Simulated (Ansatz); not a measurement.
# GaAs: one input, then a changed one

The cell was built from the WC type and relaxed in the same program, and has space group P-6m2; it needn't be a known or the stable phase.

First run: DFT, PBE, all-electron LAPW, scalar-relativistic (Ansatz 0.2.0).

Command: `ansatz run input.yaml --threads 1 --pin off --max-ram 2048MiB --backend cpu --events-out ev --progress --plain --runs-dir out` The run took 20 s on 1 thread of AMD EPYC 9R45 96-Core Processor (Zen 5), on a shared host, peak memory 0.52 GiB.

```yaml
crystal:
  lattice:
    - [3.8404235174, 0.0, 0.0]
    - [-1.9202117587, 3.3259043274, 0.0]
    - [0.0, 0.0, 3.240276684]
  atoms:
    - { symbol: Ga, position: [0.0, 0.0, 0.0] }
    - { symbol: As, position: [0.3333333333, 0.6666666667, 0.5] }
kpoints:
  mp_grid: { grid: [13, 13, 11] }
scf:
  occupations: { method: fermi_dirac, width: 0.05 }
hamiltonian:
  xc: pbe
  pseudopotentials:
    kind: all_electron
    lapw: { basis_error: 0.0005 }
    dirac_shells: { Ga: ["3p"], As: ["3p"] }
output:
  forces: true
  stress: true
  eigenvalues: true
```

Result: converged; pressure 0.01 GPa; no gap on the k mesh; 7 SCF iterations.

A second input differs as follows:

```diff
@@ -11,4 +11,5 @@
 scf:
   occupations: { method: fermi_dirac, width: 0.05 }
+  max_iter: 100
 hamiltonian:
   xc: pbe
@@ -21,3 +22,6 @@
   stress: true
   eigenvalues: true
+magnetization:
+  spin_polarized: true
+  initial_magnetization: 1
```

Problem. Does the change harm the result?

Solution. Not here: the run converged; energy at zero smearing 0.0 meV/atom from the first run; pressure 0.01 GPa; moment 0.00 μB; 18 SCF iterations, so the odd setting did no harm in this case.
